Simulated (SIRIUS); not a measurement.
Runs of SIRIUS 7.12.0 on HgTe (Coloradoite). It takes space group F-43m (No. 216, cubic). The conventional cell has a = 6.429 Å, b = 6.429 Å, c = 6.429 Å, α = 90.00°, β = 90.00°, γ = 90.00°. Around Hg (site symmetry -43m) lie 4 Te at 2.78 Å. Around Te (site symmetry -43m) lie 4 Hg at 2.78 Å. 

```tsv
level	gap on the mesh (eV)	pressure (GPa)
PW91	0.00	4.5
PBE	0.00	4.7
RPBE	0.00	6.4
AM05	0.00	(a)
LDA	0.00	0.4
PBEsol	0.00	1.9
rPW86PBE	0.00	(c)
BLYP	0.00	7.9
revPBE	0.00	5.9
APBE	0.00	5.6
WC	0.00	(b)
```

Alike in all rows: task single point; potentials or basis PseudoDojo 0.4.1 PBE standard (scalar relativistic); no spin polarisation; cell as given; k mesh 6 × 6 × 6; cutoff (eV) 1102; smearing fermi-dirac 0.05 eV.

Task: Estimate the missing entries.

Result: (a) 2.4; (b) 2.1; (c) 7.2.

Caveats: spin-orbit coupling is left out, which moves the levels of the heavy elements; the potentials were made for another functional, which shifts forces and pressure (some runs).

A k mesh can miss the band edges, and the runs leave out spin-orbit coupling on Hg, Te.
